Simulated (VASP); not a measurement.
# Settings for MgI₂: self-consistent run

MgI₂, P3m1 (no. 156), 3 atoms in the cell. PBE with D4; PAW potentials I, Mg (PBE set). VASP 6.6.1. The cell is changed on purpose: last atom moved by 0.05 Å along z, cell strained by +1.5% along z.

Wanted: energy within 10 meV/atom; forces within 0.05 eV/Å; stress within 1 GPa; levels at the zone centre within 0.05 eV.

What the run is for: all; Accuracy asked: screening.

Levels at the zone centre: counted from the valence top at that point.

POSCAR:
```
MgI2
1.0
    4.1400000000      0.0000000000      0.0000000000
   -2.0700000000      3.5853451717      0.0000000000
    0.0000000000      0.0000000000      6.9832000000
I Mg
2 1
Direct
    0.6666666700      0.3333333300      0.7500000000
    0.3333333300      0.6666666700      0.2500000000
    0.0000000000      0.0000000000      0.0072674400
```

The series start from Plane-wave cutoff (eV): 260; k-point mesh: 6 × 6 × 3; Precision mode (PREC): Accurate; Electronic threshold (eV): 1e-6; Bands in all (NBANDS): 19; Aspherical gradient terms in the spheres (LASPH): yes; Electronic algorithm: ALGO=Normal; Delay and inner steps: defaults; Density mixing: defaults. Each series keeps the choices made before it, and each single choice may use up half of a tolerance.

## Plane-wave cutoff (eV)

| Plane-wave cutoff (eV) | Energy less reference (meV/atom) | Forces, largest deviation (eV/Å) | Stress, largest deviation (GPa) | Levels at the zone centre, largest deviation (eV) | SCF iterations | Time (s) |
|---|---|---|---|---|---|---|
| 160 | 3 | 0.018 | 0.5 | 0.005 | 12 | 4.1 |
| 200 | 2 | 0.004 | 0.1 | 0.001 | 12 | 4.5 |
| 230 | 1 | 0.004 | 0.0 | 0.001 | 12 | 5.0 |
| 260 | 0 | 0.003 | 0.0 | 0.000 | 12 | 5.6 |
| 300 | 0 | 0.002 | 0.0 | 0.000 | 13 | 7.1 |
| 350 | 0 | 0.001 | 0.0 | 0.000 | 12 | 9.6 |
| 420 | 0 | 0.000 | 0.0 | 0.000 | 12 | 10 |
| 520 | 0 | 0.000 | 0.0 | 0.000 | 12 | 14 |
| 600 (reference) | 0 | 0.000 | 0.0 | 0.000 | 13 | 20 |

Chosen: 160, the loosest value from which every tighter one stays within half of the tolerance.

## k-point mesh

| k-point mesh | Energy less reference (meV/atom) | Forces, largest deviation (eV/Å) | Stress, largest deviation (GPa) | Levels at the zone centre, largest deviation (eV) | SCF iterations | Time (s) |
|---|---|---|---|---|---|---|
| 2 × 2 × 1 | 287 | 0.064 | 4.7 | 0.045 | 12 | 2.7 |
| 3 × 3 × 2 | 47 | 0.017 | 1.0 | 0.013 | 12 | 3.1 |
| 4 × 4 × 2 | 8 | 0.006 | 0.2 | 0.003 | 12 | 3.1 |
| 5 × 5 × 3 | 2 | 0.002 | 0.1 | 0.001 | 12 | 3.6 |
| 6 × 6 × 3 | 0 | 0.001 | 0.0 | 0.000 | 12 | 4.1 |
| 8 × 8 × 4 | 0 | 0.000 | 0.0 | 0.000 | 12 | 6.4 |
| 10 × 10 × 5 | 0 | 0.000 | 0.0 | 0.000 | 12 | 8.8 |
| 12 × 12 × 6 (reference) | 0 | 0.000 | 0.0 | 0.000 | 12 | 13 |

Chosen: 5 × 5 × 3.

## Precision mode (PREC)

| Precision mode (PREC) | Energy less reference (meV/atom) | Forces, largest deviation (eV/Å) | Stress, largest deviation (GPa) | Levels at the zone centre, largest deviation (eV) | SCF iterations | Time (s) |
|---|---|---|---|---|---|---|
| SingleN | -7 | 0.062 | 0.0 | 0.011 | 12 | 2.6 |
| Normal | 0 | 0.000 | 0.0 | 0.000 | 12 | 2.8 |
| Single | 0 | 0.016 | 0.0 | 0.002 | 12 | 3.3 |
| Accurate (reference) | 0 | 0.000 | 0.0 | 0.000 | 12 | 3.6 |

Chosen: Normal.

## Electronic threshold (eV)

| Electronic threshold (eV) | Energy less reference (meV/atom) | Forces, largest deviation (eV/Å) | Stress, largest deviation (GPa) | Levels at the zone centre, largest deviation (eV) | SCF iterations | Time (s) |
|---|---|---|---|---|---|---|
| 0.001 | 0 | 0.003 | 0.0 | 0.001 | 9 | 2.4 |
| 0.0001 | 0 | 0.003 | 0.0 | 0.001 | 10 | 2.4 |
| 1e-5 | 0 | 0.001 | 0.0 | 0.000 | 11 | 2.9 |
| 1e-6 | 0 | 0.001 | 0.0 | 0.000 | 12 | 2.8 |
| 1e-7 | 0 | 0.001 | 0.0 | 0.000 | 14 | 3.1 |
| 1e-8 (reference) | 0 | 0.000 | 0.0 | 0.000 | 18 | 4.1 |

Chosen: 0.001.

## Bands in all (NBANDS)

| Bands in all (NBANDS) | Energy less reference (meV/atom) | Forces, largest deviation (eV/Å) | Stress, largest deviation (GPa) | Levels at the zone centre, largest deviation (eV) | SCF iterations | Time (s) |
|---|---|---|---|---|---|---|
| 9 | 0 | 0.004 | 0.0 | 0.002 | 9 | 2.1 |
| 10 | 0 | 0.002 | 0.0 | 0.002 | 9 | 2.0 |
| 12 | 0 | 0.004 | 0.1 | 0.001 | 9 | 1.9 |
| 14 | 0 | 0.004 | 0.1 | 0.001 | 9 | 2.2 |
| 19 | 0 | 0.002 | 0.0 | 0.001 | 9 | 2.4 |
| 30 (reference) | 0 | 0.000 | 0.0 | 0.000 | 9 | 2.5 |

Chosen: 9.

## Aspherical gradient terms in the spheres (LASPH)

| Aspherical gradient terms in the spheres (LASPH) | Energy less reference (meV/atom) | Forces, largest deviation (eV/Å) | Stress, largest deviation (GPa) | Levels at the zone centre, largest deviation (eV) | SCF iterations | Time (s) |
|---|---|---|---|---|---|---|
| yes | 0 | 0.000 | 0.0 | 0.000 | 9 | 2.1 |
| no | 0 | 0.000 | 0.0 | 0.001 | 9 | 0.9 |

Chosen: yes; no would be accurate enough too and is faster here.

## Electronic algorithm

| Electronic algorithm | Energy less reference (meV/atom) | Forces, largest deviation (eV/Å) | Stress, largest deviation (GPa) | Levels at the zone centre, largest deviation (eV) | SCF iterations | Time (s) |
|---|---|---|---|---|---|---|
| ALGO=Normal | 0 | 0.000 | 0.0 | 0.000 | 9 | 2.1 |
| ALGO=Fast | 0 | 0.019 | 0.0 | 0.005 | 9 | 1.9 |
| ALGO=VeryFast | 0 | 0.002 | 0.1 | 0.002 | 16 | 2.4 |
| ALGO=All ISEARCH=1 | 0 | 0.045 | 0.0 | 0.001 | 10 | 2.7 |
| ALGO=All ISEARCH=0 | 0 | 0.045 | 0.0 | 0.001 | 10 | 2.8 |
| ALGO=Damped TIME=0.4 | 0 | 0.036 | 0.0 | 0.001 | 12 | 2.4 |
| ALGO=Damped TIME=0.1 | 0 | 0.131 | 0.2 | 0.005 | 17 | 3.2 |
| ALGO=Old Fast | 0 | 0.010 | 0.2 | 0.003 | 9 | 2.0 |

Chosen: ALGO=Normal; no other choice that stays within half of the tolerance saves 30 % of the time.

## Delay and inner steps

| Delay and inner steps | Energy less reference (meV/atom) | Forces, largest deviation (eV/Å) | Stress, largest deviation (GPa) | Levels at the zone centre, largest deviation (eV) | SCF iterations | Time (s) |
|---|---|---|---|---|---|---|
| defaults | 0 | 0.000 | 0.0 | 0.000 | 9 | 2.1 |
| NELMDL=-2 | 0 | 0.004 | 0.5 | 0.012 | 6 | 1.9 |
| NELMDL=-8 | 0 | 0.000 | 0.0 | 0.000 | 12 | 2.0 |
| NELMDL=-12 | 0 | 0.000 | 0.0 | 0.000 | 16 | 2.0 |
| NRMM=2 | 0 | 0.000 | 0.0 | 0.000 | 9 | 1.9 |
| NRMM=6 | 0 | 0.000 | 0.0 | 0.000 | 9 | 2.0 |
| WEIMIN=0.001 | 0 | 0.000 | 0.0 | 0.000 | 9 | 1.9 |

Chosen: defaults.

## Density mixing

| Density mixing | Energy less reference (meV/atom) | Forces, largest deviation (eV/Å) | Stress, largest deviation (GPa) | Levels at the zone centre, largest deviation (eV) | SCF iterations | Time (s) |
|---|---|---|---|---|---|---|
| defaults | 0 | 0.000 | 0.0 | 0.000 | 9 | 2.1 |
| AMIX=0.1 | 0 | 0.002 | 0.1 | 0.002 | 12 | 2.6 |
| INIMIX=0 | 0 | 0.012 | 0.1 | 0.008 | 9 | 1.9 |
| MIXPRE=2 | 0 | 0.010 | 0.1 | 0.000 | 8 | 1.8 |
| AMIN=0.01 | 0 | 0.000 | 0.0 | 0.000 | 9 | 2.1 |
| AMIX=0.6 | 0 | 0.004 | 0.1 | 0.007 | 8 | 1.7 |
| WC=0 | 0 | 0.003 | 0.1 | 0.000 | 9 | 1.8 |

Chosen: defaults.

## All choices together

| Input | Energy less reference (meV/atom) | Forces, largest deviation (eV/Å) | Stress, largest deviation (GPa) | Levels at the zone centre, largest deviation (eV) | Time (s) |
|---|---|---|---|---|---|
| the program's defaults (naive) | 11 | 0.014 | 0.1 | 0.002 | 1.0 |
| chosen settings | 5 | 0.016 | 0.5 | 0.004 | 2.1 |
| reference settings throughout | 0 | 0.000 | 0.0 | 0.000 | 198 |

The tolerance is met.

Values of the reference run: Forces: 0, 0, 0.4881, 0, 0, -0.2221, 0, 0, -0.2659 eV/Å; Stress: -0.8945, 0, 0, 0, -0.8945, 0, 0, 0, -1.97 GPa; Levels at the zone centre: 0, 0, 3.487 eV from the valence top at Gamma.

## The input

INCAR:
```
ALGO     = Normal         # electronic algorithm
EDIFF    = 0.001          # SCF threshold, eV
EFERMI   = MIDGAP       
ENCUT    = 160            # plane-wave cutoff, eV
GGA      = PE             # functional
GGA_COMPAT= False        
ISIF     = 2              # what is computed and relaxed
ISMEAR   = 0              # smearing method
IVDW     = 13             # dispersion correction
LASPH    = True           # aspherical terms in the spheres
LCHARG   = False          # write CHGCAR
LREAL    = False          # projectors in reciprocal space
LWAVE    = False          # write WAVECAR
NBANDS   = 9              # bands
NELM     = 120            # most SCF steps
PREC     = Normal         # precision mode
SIGMA    = 0.03           # smearing width, eV
```

KPOINTS:
```
Automatic mesh
0
Gamma
  5 5 3
  0 0 0
```

Commands:
```
cat potpaw_PBE.64/I/POTCAR potpaw_PBE.64/Mg/POTCAR > POTCAR
mpirun -np 1 vasp_std > vasp.out
```

The chosen input took VASP 6.6.1 2.1 s on 1 core (Intel Xeon 6975P-C (Granite Rapids)), a shared host.

## An input that fails: mixing far too strong

VASP's message: ERROR FEXCP: supplied Exchange-correletion table is too small, maximal index : 4480.

Changes against the starting input:
```
- NELM = 120
+ NELM = 57
+ IMIX = 1
+ AMIX = 2.5
+ BMIX = 0.0001
```
